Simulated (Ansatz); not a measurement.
# Al (P6_3/mmc) in Ansatz: a series of runs

One crystal, Al, is run at these levels: PBE; tasks: single point.

Program: Ansatz 0.2.0. These are calculated values, not measurements. Logs are shortened: lines on timing, memory, paths and dates and some standing lists are left out, and cuts for length are marked.

## 1. The structure

It takes space group P6_3/mmc (No. 194, hexagonal). The conventional cell has a = 2.812 Å, b = 2.812 Å, c = 4.867 Å, α = 90.00°, β = 90.00°, γ = 120.00°. Al (site symmetry -6m2) has 12 Al at 2.81 to 2.93 Å as nearest neighbours.

This isn't the form of Al at room conditions, which is fcc.

## 2. Single point, PBE, 15.67 Å³/atom (volume scaled by 0.94)

input.yaml

```yaml
crystal:
  lattice:
    - [2.7550421937, 0.0, 0.0]
    - [-1.3775210968, 2.3859365282, 0.0]
    - [0.0, 0.0, 4.7674986532]
  atoms:
    - { symbol: Al, position: [0.3333333333, 0.6666666667, 0.25] }
    - { symbol: Al, position: [0.6666666667, 0.3333333333, 0.75] }
kpoints:
  mp_grid: { grid: [11, 11, 6] }
scf:
  occupations: { method: fermi_dirac, width: 0.05 }
hamiltonian:
  xc: pbe
  pseudopotentials: { kind: all_electron, lapw: { basis_error: 0.0005 } }
output:
  forces: true
  stress: true
  eigenvalues: true
```

Potentials or basis: all-electron LAPW, scalar-relativistic.

Run with:

```bash
$ ansatz run input.yaml --threads 1 --pin off --max-ram 3072MiB --backend cpu --events-out ev --progress --plain --runs-dir out
```

Log:

```text
Warning: RAYON_NUM_THREADS=1 ignored (pool sized by the plan → 1); use --threads N
LAPW: plane waves up to 6.570 Å⁻¹, error target 5.0e-4 eV per atom; small_component_spin mean_spin; Al in spheres of 1.378 Å, 11 of its electrons in bands, Dirac shells [] (how accurate: hamiltonian.pseudopotentials.lapw.basis_error, Limitations)
Engine: ansatz 0.2.0, aarch64-unknown-linux-gnu
Pseudopotentials: kind: all_electron
Pseudopotential: Al, LAPW, valence charge 11, lapw/all_electron/scalar/gaussian/Al, Koelling and Harmon's equation, gaussian nucleus
Functional definition: PBE
  parameter kappa = 0.804
  parameter beta = 0.06672455060314922
  exchange = pbe_x(kappa = kappa, mu = beta*pi^2/3)
  correlation = pbe_c(beta = beta)
Crystal: 2 atoms, lattice volume = 31.338 Å³
Basis set: ecut = 164.4773681175864 eV, 135 PW (Γ), exchange–correlation at level 2
Bands: 15, of which v1, the nominal top of the filled ones, is band 11 counted from 1 (10 counted from 0)
Symmetry: 24 space group operations
Space group: P63/mmc (ITA 194), of the structure as read, at distance tolerance 3.2e-5 Å
k-points: 64 of 726
Non-local potential: Al, projectors of the file, none
Initial density: superposition of atomic densities (chi_scale 0.1, normalization cell)
Initial wavefunctions: plane waves of lowest kinetic energy (no species holds an atomic orbital)
Functional: x = pbe(κ = 0.804, μ = 0.2195149727645171), c = pbe(β = 0.06672455060314922)
iter 1 solved again at ethr=1.39e-4 eV; its pass at ethr=1.00e-1 eV (dr2=3.06e-2 eV) is discarded
SCF iter   1: F=—  HF=-13215.010417 eV  |F-HF|=—  |Δ(HF+E_count)|=         —  Δρ=1.25e-2  dr2=3.08e-2  ethr=1.39e-4  ⟨swp⟩=3.2  Hψ=7151  notcnv=0
preconditioner: auto → none  [metal: Δε(μ)=0.119 eV  Ē_g=9.374 eV  σ=0.050 eV  W_gap=0.48  n_scr=2 (ndim 8)  ℏωp=16.2 eV  f_vac=0.000  D(μ)=0.44/eV (n_scr^D=2)  sad-step TF]
SCF iter   2: F=—  HF=-13214.969093 eV  |F-HF|=—  |Δ(HF+E_count)|=   4.13e-2  Δρ=7.68e-3  dr2=1.32e-2  ethr=1.39e-4  ⟨swp⟩=2.0  Hψ=2652  notcnv=0
iter 3 solved again at ethr=1.29e-6 eV; its pass at ethr=6.00e-5 eV (dr2=2.84e-4 eV) is discarded
SCF iter   3: F=—  HF=-13214.957107 eV  |F-HF|=—  |Δ(HF+E_count)|=   1.20e-2  Δρ=1.01e-3  dr2=2.84e-4  ethr=1.29e-6  ⟨swp⟩=2.0  Hψ=4681  notcnv=0
SCF iter   4: F=—  HF=-13214.957095 eV  |F-HF|=—  |Δ(HF+E_count)|=         —  Δρ=1.88e-4  dr2=1.03e-5  ethr=1.29e-6  ⟨swp⟩=2.0  Hψ=2622  notcnv=0
the basis was enlarged: its passes take 159.4 KiB over the memory plan, 1 of 1 planned eigensolver slots
SCF iter   5: F=-13214.957097 eV  HF=-13214.957097 eV  |F-HF|=3.29e-9  |Δ(HF+E_count)|=   1.49e-6  Δρ=1.04e-5  dr2=2.67e-8  ethr=4.67e-8  ⟨swp⟩=2.0  Hψ=2622  notcnv=0
SCF 1 converged in 5 iterations: F = -13214.957097 eV  dr2 = 2.67e-8
SCF converged after 5 iterations
Free energy (F): -13214.957097 eV
Harris-Foulkes:  -13214.957097 eV  (|F-HF|=3.29e-9)
Internal energy: -13214.952962 eV  (E = F + TS)
E sigma→0 (E₀):  -13214.955029 eV
Entropy (-TS):   -0.004135 eV (-2.067 meV/atom)
Fermi energy:    10.498227 eV
--- Per-component energies (eV) ---
  E_band       = -988.390620
  E_kinetic    = 13245.172227
  E_xc         = -1015.217908
  E_electrostatic = -25444.907281  (all electrons and nuclei)
  E_smearing   = -0.004135  (= −TS)
  E_closure    = 0.000000  (closes the sum)
  E_atoms      = -13207.565847  (free atoms, spherical and without spin; not in F)
  Σ components = -13214.957097   (vs F -13214.957097, Δ=0.00e0)
  Basis errors (estimates in eV, not in F): energy 1.6e-4 per atom: plane waves 1.4e-4 (7.3e-5 summed), levels above the bands 1.0e-43, relativity 3.2e-9, radial functions 2.0e-5, core shells 4.1e-14; eigenvalues (radial functions only) 1.1e-6; not estimated: angular momenta, meshes, grids; target (lapw.basis_error) 5.0e-4; muffin-tin radii Al 1.378 Å
--- Forces (eV/Å), atoms counted from 1 ---
  atom   1  Al     0.00000000    -0.00000000     0.00000000
  atom   2  Al    -0.00000000     0.00000000     0.00000000
  max |Σ_I F_I| component: 3.47e-18 eV/Å
--- Stress (GPa, compression-positive) ---
        7.728222      -0.000000       0.000000
       -0.000000       7.728222       0.000000
        0.000000       0.000000       1.217048
  P = ⅓ Tr σ = 5.5578 GPa (55.578 kbar)
--- Band table (eV; the first three rows and the last of 64) ---
  k-point 0: bands = ["-92.8914", "-92.8887", "-54.3713", "-54.3486", "-54.3375", "-54.3375", "-54.3346", "-54.3346", "-1.0362", "5.2921", "5.3674", "21.8973", "22.4505", "22.4505", "22.4891"]
  k-point 1: bands = ["-92.8912", "-92.8889", "-54.3698", "-54.3501", "-54.3373", "-54.3373", "-54.3348", "-54.3348", "-0.8553", "3.4136", "7.5649", "19.2837", "22.5785", "22.5785", "22.6306"]
  k-point 2: bands = ["-92.8907", "-92.8894", "-54.3656", "-54.3543", "-54.3368", "-54.3368", "-54.3353", "-54.3353", "-0.3143", "1.8280", "10.1057", "16.0236", "22.9413", "22.9413", "23.0205"]
  k-point 63: bands = ["-92.8865", "-92.8865", "-54.3623", "-54.3623", "-54.3545", "-54.3545", "-54.3492", "-54.3492", "7.7532", "7.7532", "8.6130", "8.6130", "10.7282", "10.7282", "19.8780"]
```

It took 3.6 s on 1 thread of Arm Neoverse V2, shared host; peak memory 0.23 GiB.

What came out:

```
Free energy            : -13214.9571 eV
Pressure               : 5.6 GPa
Band gap on the k mesh : none (metal or under the smearing width)
```

## 3. Single point, PBE, 16.00 Å³/atom (volume scaled by 0.96)

Changes to input.yaml since step 2:

```diff
@@ -2,5 +2,5 @@
   lattice:
-    - [2.7550421937, 0.0, 0.0]
-    - [-1.3775210968, 2.3859365282, 0.0]
-    - [0.0, 0.0, 4.7674986532]
+    - [2.7744445386, 0.0, 0.0]
+    - [-1.3872222692, 2.4027394518, 0.0]
+    - [0.0, 0.0, 4.8010736936]
   atoms:
```

Potentials or basis: all-electron LAPW, scalar-relativistic.

Run with:

```bash
$ ansatz run input.yaml --threads 1 --pin off --max-ram 3072MiB --backend cpu --events-out ev --progress --plain --runs-dir out
```

Wall time 3.5 s (1 thread of Arm Neoverse V2, shared host); peak memory 0.23 GiB.

The run converged. Its results:

* Free energy: -13214.9760 eV
* Pressure: 3.6 GPa
* Band gap on the k mesh: none (metal or under the smearing width)

## 4. Single point, PBE, 16.34 Å³/atom (volume scaled by 0.98)

Changes to input.yaml since step 3:

```diff
@@ -2,5 +2,5 @@
   lattice:
-    - [2.7744445386, 0.0, 0.0]
-    - [-1.3872222692, 2.4027394518, 0.0]
-    - [0.0, 0.0, 4.8010736936]
+    - [2.7935792435, 0.0, 0.0]
+    - [-1.3967896217, 2.4193105923, 0.0]
+    - [0.0, 0.0, 4.834185593]
   atoms:
```

Run with:

```bash
$ ansatz run input.yaml --threads 1 --pin off --max-ram 3072MiB --backend cpu --events-out ev --progress --plain --runs-dir out
```

It took 3.6 s on 1 thread of Arm Neoverse V2, shared host; peak memory 0.23 GiB.

It converged, with:

```yaml
Free_energy: -13214.9870 eV
Pressure: 1.8 GPa
Band_gap_on_the_k_mesh: none (metal or under the smearing width)
```

## 5. Single point, PBE, 16.67 Å³/atom

Changes to input.yaml since step 4:

```diff
@@ -2,5 +2,5 @@
   lattice:
-    - [2.7935792435, 0.0, 0.0]
-    - [-1.3967896217, 2.4193105923, 0.0]
-    - [0.0, 0.0, 4.834185593]
+    - [2.8124553515, 0.0, 0.0]
+    - [-1.4062276757, 2.4356577814, 0.0]
+    - [0.0, 0.0, 4.86685]
   atoms:
```

Run with:

```bash
$ ansatz run input.yaml --threads 1 --pin off --max-ram 3072MiB --backend cpu --events-out ev --progress --plain --runs-dir out
```

It took 3.5 s on 1 thread of Arm Neoverse V2, shared host; peak memory 0.23 GiB.

The run converged. Its results:

* Free energy: -13214.9909 eV
* Pressure: 0.2 GPa
* Band gap on the k mesh: none (metal or under the smearing width)

## 6. Single point, PBE, 17.00 Å³/atom (volume scaled by 1.02)

Changes to input.yaml since step 5:

```diff
@@ -2,5 +2,5 @@
   lattice:
-    - [2.8124553515, 0.0, 0.0]
-    - [-1.4062276757, 2.4356577814, 0.0]
-    - [0.0, 0.0, 4.86685]
+    - [2.8310814264, 0.0, 0.0]
+    - [-1.4155407132, 2.4517884355, 0.0]
+    - [0.0, 0.0, 4.899081734]
   atoms:
```

Potentials or basis: all-electron LAPW, scalar-relativistic.

Run with:

```bash
$ ansatz run input.yaml --threads 1 --pin off --max-ram 3072MiB --backend cpu --events-out ev --progress --plain --runs-dir out
```

Run time: 3.5 s. Hardware: 1 thread of Arm Neoverse V2, shared host; peak memory 0.23 GiB.

The run converged. Its results:

| Quantity | Value |
| --- | --- |
| Free energy | -13214.9885 eV |
| Pressure | -1.3 GPa |
| Band gap on the k mesh | none (metal or under the smearing width) |

## 7. Single point, PBE, 17.34 Å³/atom (volume scaled by 1.04)

Changes to input.yaml since step 6:

```diff
@@ -2,5 +2,5 @@
   lattice:
-    - [2.8310814264, 0.0, 0.0]
-    - [-1.4155407132, 2.4517884355, 0.0]
-    - [0.0, 0.0, 4.899081734]
+    - [2.8494655872, 0.0, 0.0]
+    - [-1.4247327935, 2.4677095857, 0.0]
+    - [0.0, 0.0, 4.9308948445]
   atoms:
```

Run with:

```bash
$ ansatz run input.yaml --threads 1 --pin off --max-ram 3072MiB --backend cpu --events-out ev --progress --plain --runs-dir out
```

Run time: 3.5 s. Hardware: 1 thread of Arm Neoverse V2, shared host; peak memory 0.23 GiB.

Results (log left out):

| Quantity | Value |
| --- | --- |
| Free energy | -13214.9804 eV |
| Pressure | -2.6 GPa |
| Band gap on the k mesh | none (metal or under the smearing width) |

## 8. Single point, PBE, 17.67 Å³/atom (volume scaled by 1.06)

Changes to input.yaml since step 7:

```diff
@@ -2,5 +2,5 @@
   lattice:
-    - [2.8494655872, 0.0, 0.0]
-    - [-1.4247327935, 2.4677095857, 0.0]
-    - [0.0, 0.0, 4.9308948445]
+    - [2.8676155389, 0.0, 0.0]
+    - [-1.4338077694, 2.4834279049, 0.0]
+    - [0.0, 0.0, 4.9623026648]
   atoms:
```

Run with:

```bash
$ ansatz run input.yaml --threads 1 --pin off --max-ram 3072MiB --backend cpu --events-out ev --progress --plain --runs-dir out
```

It took 3.5 s on 1 thread of Arm Neoverse V2, shared host; peak memory 0.23 GiB.

It converged, with:

```yaml
Free_energy: -13214.9672 eV
Pressure: -3.7 GPa
Band_gap_on_the_k_mesh: none (metal or under the smearing width)
```
